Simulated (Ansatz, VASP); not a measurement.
**SiO2 (Stishovite): VASP beside Ansatz**

Contents of POSCAR:

```
SiO2
1.0
    4.0997534777      0.0000000000      0.0000000000
    0.0000000000      4.0997534777      0.0000000000
    0.0000000000      0.0000000000      2.6143581712
Si O
2 4
Direct
    0.0000000000      0.0000000000      0.0000000000
    0.5000000000      0.5000000000      0.5000000000
    0.3061010378      0.3061010378      0.0000000000
    0.1938989622      0.8061010378      0.5000000000
    0.6938989622      0.6938989622      0.0000000000
    0.8061010378      0.1938989622      0.5000000000
```

The input INCAR.step1:

```
SYSTEM = SiO2
ALGO     = Normal         ! electronic algorithm
EDIFF    = 1E-4           ! SCF threshold, eV
ENCUT    = 520            ! plane-wave cutoff, eV
GGA      = PE             ! functional
ISMEAR   = 0              ! smearing method
LASPH    = .True.         ! aspherical terms in the spheres
LCHARG   = .False.        ! write CHGCAR
LREAL    = .False.        ! projectors in reciprocal space
LWAVE    = .True.         ! write WAVECAR
NBANDS   = 25             ! bands
NELM     = 60             ! most SCF steps
PREC     = Accurate       ! precision mode
SIGMA    = 0.01           ! smearing width, eV
```

File INCAR.step2:

```
SYSTEM = SiO2
ALGO     = Normal         ! electronic algorithm
EDIFF    = 1E-7           ! SCF threshold, eV
ENCUT    = 520            ! plane-wave cutoff, eV
ISIF     = 2              ! what is computed and relaxed
ISMEAR   = 0              ! smearing method
ISTART   = 1            
LASPH    = .True.         ! aspherical terms in the spheres
LCHARG   = .False.        ! write CHGCAR
LMIXTAU  = .True.       
LREAL    = .False.        ! projectors in reciprocal space
LWAVE    = .False.        ! write WAVECAR
METAGGA  = R2SCAN         ! meta-GGA
NBANDS   = 25             ! bands
NELM     = 60             ! most SCF steps
PREC     = Accurate       ! precision mode
SIGMA    = 0.01           ! smearing width, eV
```

Contents of KPOINTS:

```
k-points
0
Gamma
  6 6 8
  0 0 0
```

Input for Ansatz:

```yaml
crystal:
  lattice:
    - [4.0997534777, 0.0, 0.0]
    - [0.0, 4.0997534777, 0.0]
    - [0.0, 0.0, 2.6143581712]
  atoms:
    - { symbol: Si, position: [0.0, 0.0, 0.0] }
    - { symbol: Si, position: [0.5, 0.5, 0.5] }
    - { symbol: O, position: [0.3061010378, 0.3061010378, 0.0] }
    - { symbol: O, position: [0.1938989622, 0.8061010378, 0.5] }
    - { symbol: O, position: [0.6938989622, 0.6938989622, 0.0] }
    - { symbol: O, position: [0.8061010378, 0.1938989622, 0.5] }
kpoints:
  mp_grid: { grid: [6, 6, 8] }
hamiltonian:
  xc: r2scan
scf:
  occupations: { method: fixed }
  n_extra_bands: 5
output:
  forces: true
  stress: true
  eigenvalues: true
```

Alike in both runs: task single point; functional r2SCAN; k mesh 6 × 6 × 8; no spin polarisation.

```csv
,VASP,Ansatz
version,VASP 6.6.1,Ansatz 0.2.0
potentials or method,"VASP PAW PBE potentials, release 64 (Si, O)","plane waves, PAW"
plane-wave cutoff (eV),520,500
occupations,"gaussian, width 0.01 eV",fixed
valence electrons in the cell,32,32
```

VASP gave:

* gap on the k mesh at the Fermi level (eV): 7.70
* pressure (GPa): 24.3
* largest component of the traceless stress (GPa): 4.01
* rms of the force components (eV/Å): 0.232

**Question.** What did Ansatz give for the same quantities?

**Answer.** gap on the k mesh at the Fermi level (eV): 7.70; pressure (GPa): 23.7; largest component of the traceless stress (GPa): 3.27; rms of the force components (eV/Å): 0.218.

Atom by atom the forces differ by 0.013 eV/Å (rms over components).

Caveats: so large a pressure means that the cell lies far from this level's equilibrium, or that cutoff or potentials fall short (VASP); the potentials were made for another functional, which shifts forces and pressure (VASP). r2SCAN opens gaps a little over a GGA but as a rule still falls short of measured ones. A k mesh can miss the band edges.
